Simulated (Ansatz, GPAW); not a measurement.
## Ballistic transport through a Ge chain with a Cl atom on top of one atom, cheap and dear

Wanted: the zero-bias transmission of a Ge chain with a Cl atom on top of one atom on a ladder of levels, with run times.

Main program and level: GPAW 26.7.0 and Ansatz 0.2.0; Ansatz plane waves; Landauer transmission by layers, zero bias, in the first sound run; inputs show where later runs differ.

**1. Set-up**

The cell holds 12 atoms: 11 Ge and 1 Cl. Cell: a = 9.000 Å, b = 9.000 Å, c = 25.850 Å, α = 90.0°, β = 90.0°, γ = 90.0°. Regions: left lead, 5 atoms (5 Ge); channel, 2 atoms (1 Ge and 1 Cl); right lead, 5 atoms (5 Ge). Vacuum lies along a and b. The structure is stacked along c, and the current runs across the ab planes.

**2. Plane-wave reference (PBE)**

Plane waves give the reference curve, free of the bias of atom-centred orbitals.

Input file input.yaml:

```yaml
crystal:
  lattice:
    - [9.0, 0.0, 0.0]
    - [0.0, 9.0, 0.0]
    - [0.0, 0.0, 25.85]
  atoms:
    - { symbol: Ge, position: [0.5, 0.5, 0.0454545455] }
    - { symbol: Ge, position: [0.5, 0.5, 0.1363636364] }
    - { symbol: Ge, position: [0.5, 0.5, 0.2272727273] }
    - { symbol: Ge, position: [0.5, 0.5, 0.3181818182] }
    - { symbol: Ge, position: [0.5, 0.5, 0.4090909091] }
    - { symbol: Ge, position: [0.5, 0.5, 0.5] }
    - { symbol: Cl, position: [0.715722222, 0.5, 0.5] }
    - { symbol: Ge, position: [0.5, 0.5, 0.5909090909] }
    - { symbol: Ge, position: [0.5, 0.5, 0.6818181818] }
    - { symbol: Ge, position: [0.5, 0.5, 0.7727272727] }
    - { symbol: Ge, position: [0.5, 0.5, 0.8636363636] }
    - { symbol: Ge, position: [0.5, 0.5, 0.9545454545] }
kpoints:
  mp_grid: { grid: [1, 1, 3] }
hamiltonian:
  xc: pbe
scf:
  occupations: { method: fermi_dirac, width: 0.1 }
output:
  transmission:
    leads: [[0, 1]]
    e_range: [-2, 2]
    de: 0.05
    kmesh: [1, 1]
    reduced_basis: true
  write_potential: true
  write_density: true
  volumetric_format: npy
  elf: true
```

Launch:

```sh
ansatz run input.yaml --threads 2 --pin off --max-ram 4096MiB --backend cpu --events-out ev --progress --plain --runs-dir out
```

Numbers of over 12 decimals in the logs are rounded to 6 here.

Log:

```text
Engine: ansatz 0.2.0, aarch64-unknown-linux-gnu
Pseudopotentials: kind: paw
Pseudopotential: Ge, paw, valence charge 14, recommended cutoff 420 eV (normal), Ge.paw.azcp
Pseudopotential: Cl, paw, valence charge 7, recommended cutoff 420 eV (normal), Cl.paw.azcp
Functional definition: PBE
  parameter kappa = 0.804
  parameter beta = 0.066725
  exchange = pbe_x(kappa = kappa, mu = beta*pi^2/3)
  correlation = pbe_c(beta = beta)
Crystal: 12 atoms, lattice volume = 2093.850 Å³
Basis set: ecut = 420 eV, 40939 PW (Γ)
Bands: 97, of which v1, the nominal top of the filled ones, is band 81 counted from 1 (80 counted from 0)
Symmetry: 4 space group operations
Space group: Pmm2 (ITA 25), of the structure as read, at distance tolerance 1.3e-4 Å
k-points: 2 of 3
Non-local potential: Ge, projectors of the file, l = 0: 2, l = 1: 2, l = 2: 3, l = 3: 1
Non-local potential: Cl, projectors of the file, l = 0: 2, l = 1: 2, l = 2: 2
PAW form: soft (Blöchl's): semilocal exchange-correlation on the pseudo side does not see the compensation charge
PAW one-centre angular grid: Ge, 590 points (default); XC on 64 Gauss nodes
PAW one-centre angular grid: Cl, 110 points (default); XC on 64 Gauss nodes
Initial density: superposition of atomic densities (neutral atoms: chi_scale 0, normalization atom), corrected by the library's trained network
Initial wavefunctions: pseudopotential atomic-orbital guess
Functional: x = pbe(κ = 0.804, μ = 0.219515), c = pbe(β = 0.066725)
SCF iter   1: F=—  HF=-48308.211074 eV  |F-HF|=—  |Δ(HF+E_count)|=         —  Δρ=2.60e-3  dr2=9.49e-1  ethr=1.77e-3  ⟨swp⟩=5.5  Hψ=672  notcnv=0  defer=2
preconditioner: auto → LDOS  [insulator: Δε(μ)=0.241 eV  Ē_g=6.620 eV  σ=0.100 eV  W_gap=0.54  n_scr=210 (ndim 8)  ℏωp=5.7 eV  f_vac=0.744  D(μ)=9.43/eV (n_scr^D=26)  ε∞_Penn≈1.7  β→1.0]
SCF iter   2: F=—  HF=-48308.152059 eV  |F-HF|=—  |Δ(HF+E_count)|=   5.90e-2  Δρ=8.11e-4  dr2=2.29e-2  ethr=5.89e-4  ⟨swp⟩=3.0  Hψ=250  notcnv=0  defer=4
SCF iter   3: F=—  HF=-48308.152289 eV  |F-HF|=—  |Δ(HF+E_count)|=   2.29e-4  Δρ=3.42e-4  dr2=7.01e-3  ethr=1.42e-5  ⟨swp⟩=2.0  Hψ=354  notcnv=0  defer=4
SCF iter   4: F=—  HF=-48308.151392 eV  |F-HF|=—  |Δ(HF+E_count)|=   8.97e-4  Δρ=1.01e-4  dr2=3.58e-4  ethr=4.35e-6  ⟨swp⟩=2.0  Hψ=283  notcnv=0  defer=4
SCF iter   5: F=—  HF=-48308.151412 eV  |F-HF|=—  |Δ(HF+E_count)|=   2.02e-5  Δρ=3.59e-5  dr2=7.13e-5  ethr=2.22e-7  ⟨swp⟩=2.0  Hψ=341  notcnv=0  defer=4
SCF iter   6: F=—  HF=-48308.151534 eV  |F-HF|=—  |Δ(HF+E_count)|=   1.22e-4  Δρ=1.34e-5  dr2=3.68e-6  ethr=4.43e-8  ⟨swp⟩=2.0  Hψ=347  notcnv=0  defer=4
SCF iter   7: F=—  HF=-48308.151534 eV  |F-HF|=—  |Δ(HF+E_count)|=   1.96e-7  Δρ=2.87e-6  dr2=2.79e-7  ethr=2.29e-9  ⟨swp⟩=2.0  Hψ=346  notcnv=0  defer=4
SCF iter   8: F=-48308.151534 eV  HF=-48308.151534 eV  |F-HF|=1.52e-8  |Δ(HF+E_count)|=   1.23e-7  Δρ=9.03e-7  dr2=2.59e-8  ethr=6.21e-11  ⟨swp⟩=13.5  Hψ=593  notcnv=0
SCF 1 converged in 8 iterations: F = -48308.151534 eV  dr2 = 2.59e-8
  greatest PAW one-centre occupation: 0.998 electrons in one spin orbital (limit 2), on the Ge atom at site 5 (counted from 0), in its partial waves of l = 2
transmission: 32 of 192 steps passed
transmission: 64 of 192 steps passed
[...]
transmission: 192 of 192 steps passed
WARN: The output density's exchange-correlation potential varies sharply where the density is thin. Do not read a vacuum level from v_tot or v_xc, or from such a field of the output density. On a cell that repeats whose density bears no net charge and no dipole along the vacuum's axis use v_es (v_loc + v_h of the components); under efield.dipole_correction with no amplitude use v_es + v_field, which holds any externa [...]
SCF converged after 8 iterations
Free energy (F): -48308.151534 eV
Harris-Foulkes:  -48308.151534 eV  (|F-HF|=1.52e-8)
Internal energy: -48307.822651 eV  (E = F + TS)
E sigma→0 (E₀):  -48307.987093 eV
Entropy (-TS):   -0.328883 eV (-27.407 meV/atom)
Fermi energy:    -3.181927 eV
--- Per-component energies (eV) ---
  E_band       = -3455.822549
  E_kinetic    = 1367.008557
  E_local      = -54232.088060  (includes V_loc(G=0)·N_el)
  E_nonlocal   = 4601.905804
  E_hartree    = 24495.786878
  E_xc         = -922.851277
  E_vxc        = -809.081192  (∫ρ·V_xc dr)
  E_paw        = -22842.606630  (= ΣΔE_a)
  E_vpaw       = -3375.128754  (= ΣTr[D̂ρ^β])
  E_aug_tail   = 0.003392  (compensation charges beyond the density's cutoff)
  E_ewald      = -774.981315
  E_smearing   = -0.328883  (= −TS)
  E_closure    = -0.000000  (closes the sum)
  Σ components = -48308.151534   (vs F -48308.151534, Δ=0.00e0)
--- Band table (eV) ---
  k-point 0: bands = [... 77 lower, -3.7805, -3.4338, -3.3429, -3.3082, -2.9410, -2.3417, -2.2349, -2.2237, ... 12 higher]
  k-point 1: bands = [... 77 lower, -3.7260, -3.6514, -3.4169, -3.0775, -3.0706, -2.8250, -2.6928, -2.2401, ... 12 higher]
--- Transmission ---
  basis      : 717 plane waves across, 32 finite elements along
  points     : 1, standing for a mesh of 1 x 1
  energies   : 81 from -2.000000 to 2.000000 eV about the Fermi level, 0.050000 eV apart; the leads are filled to 0.000000 eV, and channels, transmission and decay are at 0.000000 eV
  crystal 0  : Ge1, at the sites [0, 1], period 2.3500 Å, over 23.50 Å; its Hamiltonian steps by up to 27.9 meV: too much for a lead, lay more layers or, if its atoms are ordered, name the step of that order
    offset         : up to 0.0000 Å between an atom of the period and one for which it stands
    channels       : 3.000000e0 a spin
    conductance    : none, the energies end too early or step too widely for 300 K: set another output.transmission.e_range or a lower de, or, where they end at an eighth of basis.ecutwfc, a higher one
  junction   : crystal 0 to crystal 0, 0.70 to 24.20 Å
    transmission   : 2.002763e0 a spin
    error estimate : 1.884480e-4 a spin from the reduction of the transverse basis, at the most 9.121715e-4 at 2.000000 eV
    conductance    : none, the energies end too early or step too widely for 300 K: set another output.transmission.e_range or a lower de, or, where they end at an eighth of basis.ecutwfc, a higher one
```

Wall time 1.8 min (2 threads of Arm Neoverse V2, shared host); peak memory 2.1 GiB; 2.5 min of CPU time.

This run has no spin polarisation although its electron count is odd.

This step gave:

| Property | Result |
| --- | --- |
| free energy | -48308.1515 eV |
| smearing term TS | 0.3289 eV |
| symmetry operations | 4 |
| lead level | 0 eV from the Fermi level |
| transmission at the Fermi level (one spin) | 2.003 |
| open channels of the lead at the Fermi level (one spin) | 3 |
| step of the potential along the lead | 27.9 meV |
| offset of the lead | 0 Å |

One spin. Table of transmission, zone mean by energy, zero at the Fermi level:

energy (eV), transmission, zone mean and a bar from the least value:
```
   -2.000       1.00 
   -1.800       1.00 
   -1.600       0.99 
   -1.400       0.99 
   -1.200       0.99 
   -1.000       1.52 ###############
   -0.800       1.73 ####################
   -0.600       1.88 ########################
   -0.400       1.98 ###########################
   -0.200       2.01 ############################
    0.000       2.00 ############################
    0.200       1.98 ###########################
    0.400       1.98 ###########################
    0.600       1.99 ###########################
    0.800       2.01 ############################
    1.000       2.03 #############################
    1.200       2.05 #############################
    1.400       2.06 #############################
    1.600       2.07 ##############################
    1.800       2.07 ##############################
    1.950       2.08 ##############################
    2.000       2.04 #############################
```

One spin. The open channels, zone mean by energy, zero at the Fermi level:

```csv
energy (eV),"open channels, zone mean"
-2.00,1
-1.90,1
-1.80,1
-1.70,1
-1.55,1
-1.45,1
-1.35,1
-1.25,1
-1.15,3
-1.05,3
-0.90,3
-0.80,3
-0.70,3
-0.60,3
-0.50,3
-0.40,3
-0.25,3
-0.15,3
-0.05,3
0.00,3
0.05,3
0.15,3
0.25,3
0.40,3
0.50,3
0.60,3
0.70,3
0.80,3
0.90,3
1.05,3
1.15,3
1.25,3
1.35,3
1.45,3
1.55,3
1.70,3
1.80,3
1.90,3
2.00,3
```

Crystal 0, spin -, k parallel (0, 0); distinct values, listed up to 1.5 1/Å. The Im kz of the slowest decaying states by energy, zero at the Fermi level:

| energy (eV) | decay 1 (Å⁻¹) | decay 2 (Å⁻¹) | decay 3 (Å⁻¹) | decay 4 (Å⁻¹) |
| --- | --- | --- | --- | --- |
| -2.0000 | 0.459 | 0.459 | 1.23 | 1.36 |
| -1.7500 | 0.386 | 0.386 | 1.20 | 1.33 |
| -1.5000 | 0.295 | 0.295 | 1.17 | 1.31 |
| -1.2500 | 0.158 | 0.158 | 1.15 | 1.28 |
| -1.0000 | 1.12 | 1.26 | 1.34 | 1.34 |
| -0.7500 | 1.09 | 1.23 | 1.32 | 1.32 |
| -0.5000 | 1.06 | 1.20 | 1.29 | 1.30 |
| -0.2500 | 1.02 | 1.18 | 1.27 | 1.27 |
| 0.0000 | 0.990 | 1.15 | 1.24 | 1.25 |
| 0.2500 | 0.956 | 1.12 | 1.21 | 1.22 |
| 0.5000 | 0.920 | 1.09 | 1.19 | 1.19 |
| 0.7500 | 0.883 | 1.06 | 1.16 | 1.17 |
| 1.0000 | 0.845 | 1.03 | 1.13 | 1.14 |
| 1.2500 | 0.804 | 0.995 | 1.10 | 1.11 |
| 1.5000 | 0.762 | 0.961 | 1.07 | 1.08 |
| 1.7500 | 0.717 | 0.926 | 1.04 | 1.05 |
| 2.0000 | 0.668 | 0.890 | 1.00 | 1.02 |

Crystal 0, spin -, k parallel (0, 0). Table of Re kz of states that move upwards by energy, zero at the Fermi level:

| energy (eV) | channel 1 (Å⁻¹) | channel 2 (Å⁻¹) | channel 3 (Å⁻¹) |
| --- | --- | --- | --- |
| -2.000 | -1.23 | - | - |
| -1.800 | -1.21 | - | - |
| -1.600 | -1.20 | - | - |
| -1.400 | -1.18 | - | - |
| -1.200 | -1.16 | - | - |
| -1.000 | -1.14 | 0.194 | 0.195 |
| -0.800 | -1.13 | 0.297 | 0.297 |
| -0.600 | -1.11 | 0.373 | 0.373 |
| -0.400 | -1.09 | 0.436 | 0.436 |
| -0.200 | -1.08 | 0.491 | 0.491 |
| 0.000 | -1.06 | 0.541 | 0.541 |
| 0.200 | -1.05 | 0.587 | 0.587 |
| 0.400 | -1.03 | 0.630 | 0.630 |
| 0.600 | -1.01 | 0.670 | 0.670 |
| 0.800 | -0.999 | 0.708 | 0.708 |
| 1.000 | -0.984 | 0.745 | 0.745 |
| 1.200 | -0.968 | 0.780 | 0.780 |
| 1.400 | -0.953 | 0.814 | 0.814 |
| 1.600 | -0.938 | 0.847 | 0.847 |
| 1.800 | -0.923 | 0.879 | 0.879 |
| 2.000 | -0.908 | 0.910 | 0.910 |

Electrostatic potential energy of an electron (with the applied field's), less the Fermi level, planar mean against z:

```
z (Å)  electrostatic potential energy of an electron (with the applied field's), less the Fermi level, planar mean (eV)
  0.0                                                                                                              4.49
  0.5                                                                                                              4.01
  1.0                                                                                                              3.34
  1.5                                                                                                              3.49
  2.0                                                                                                              4.26
  2.5                                                                                                              4.46
  3.0                                                                                                              3.78
  3.5                                                                                                              3.29
  4.0                                                                                                              3.69
  4.5                                                                                                              4.40
  5.0                                                                                                              4.30
  5.5                                                                                                              3.52
  6.0                                                                                                              3.28
  6.5                                                                                                              3.90
  7.0                                                                                                              4.46
  7.5                                                                                                              4.08
  8.0                                                                                                              3.37
  8.5                                                                                                              3.42
  9.0                                                                                                              4.15
  9.5                                                                                                              4.41
 10.0                                                                                                              3.73
 10.5                                                                                                              3.11
 11.0                                                                                                              3.39
 11.5                                                                                                              4.07
 12.0                                                                                                              3.86
 12.5                                                                                                              2.30
 13.0                                                                                                              1.60
 13.5                                                                                                              2.81
 14.0                                                                                                              4.06
 14.5                                                                                                              3.90
 15.0                                                                                                              3.22
 15.5                                                                                                              3.22
 16.0                                                                                                              4.00
 16.5                                                                                                              4.44
 17.0                                                                                                              3.91
 17.5                                                                                                              3.30
 18.0                                                                                                              3.54
 18.5                                                                                                              4.30
 19.0                                                                                                              4.39
 19.5                                                                                                              3.66
 20.0                                                                                                              3.25
 20.5                                                                                                              3.74
 21.0                                                                                                              4.43
 21.5                                                                                                              4.24
 22.0                                                                                                              3.49
 22.5                                                                                                              3.36
 23.0                                                                                                              4.03
 23.5                                                                                                              4.50
 24.0                                                                                                              4.02
 24.5                                                                                                              3.35
 25.0                                                                                                              3.48
 25.5                                                                                                              4.24
```

The valence density, planar mean oscillates, so the rows of the table below give means over windows of 2.3 Å about each position, cut where the curve ends. Its maxima inside the range that stand out by 2 % of the span (Å: e/Å³): 1.1: 0.230, 3.6: 0.222, 5.9: 0.231, 8.2: 0.228, 10.6: 0.225, 12.9: 0.288, 15.2: 0.225, 17.7: 0.228, 20.0: 0.231, 22.3: 0.222, 24.7: 0.230. Its minima: 2.3: 0.0189, 4.7: 0.0188, 7.0: 0.0187, 9.3: 0.0194, 11.6: 0.0229, 14.2: 0.0229, 16.5: 0.0194, 18.8: 0.0187, 21.1: 0.0188, 23.6: 0.0189.

Table of valence density, planar mean by z; means over each step:

```csv
z (Å),"valence density, planar mean (e/Å³)"
1.15,0.0747
3.45,0.0748
5.75,0.0746
8.05,0.0749
10.35,0.0750
12.65,0.110
14.95,0.0767
17.25,0.0749
19.55,0.0745
21.85,0.0746
24.15,0.0745
```

Electrostatic potential energy in the ca plane at fractional y = 0.500, with atoms of Ge and Cl within 0.2 Å of it. With pseudopotentials it is smooth inside the atoms' cores, unlike the true potential.

Ten even steps from '0' (-43 eV) to '9' (2 eV), each cell a mean:
```
99999999999999999999999999999999999999999999
99999999999999999999999999999999999999999999
99999999999999999999999999999999999999999999
99999999999999999999998999999999999999999999
99999999999999999999854589999999999999999999
99999999999999999999510059999999999999999999
99999999999999999998300038999999999999999999
99999999999999999998500048999999999999999999
99888999888999988898742478988889998889998889
87546888645788754688753478864568875468886457
74112575211477311267410147631137741125762113
62000474000266200157300036510015620003741002
63001474100376200157410037520026730014751002
85324787423688522478632368742257863246874235
98777898877899877789877789887789987778988778
99999999999999999999999999999999999999999999
99999999999999999999999999999999999999999999
99999999999999999999999999999999999999999999
99999999999999999999999999999999999999999999
99999999999999999999999999999999999999999999
99999999999999999999999999999999999999999999
99999999999999999999999999999999999999999999
99999999999999999999999999999999999999999999
99999999999999999999999999999999999999999999
```
Columns run along c (16.0 Å, from fractional 0.19 to 0.81 of the cell; values clipped at the 3rd and 97th percentile), rows up along a (9.0 Å). Atoms in or near the plane, at fractional coordinates: Ge at (0.23, 0.50), Ge at (0.32, 0.50), Ge at (0.41, 0.50), Ge at (0.50, 0.50), Cl at (0.50, 0.72), Ge at (0.59, 0.50), Ge at (0.68, 0.50), Ge at (0.77, 0.50).

(Continued in part 2 of 3.)

[Logs are printed without paths, hosts, clocks, repeated set-up lines and the standing remarks that a program may print on its own settings, such as how far it seeks lower states.]

[Hosts, paths, dates, database ids (printed as entryN), source tags and the programs' standing remarks are cut or masked in the printed files.]
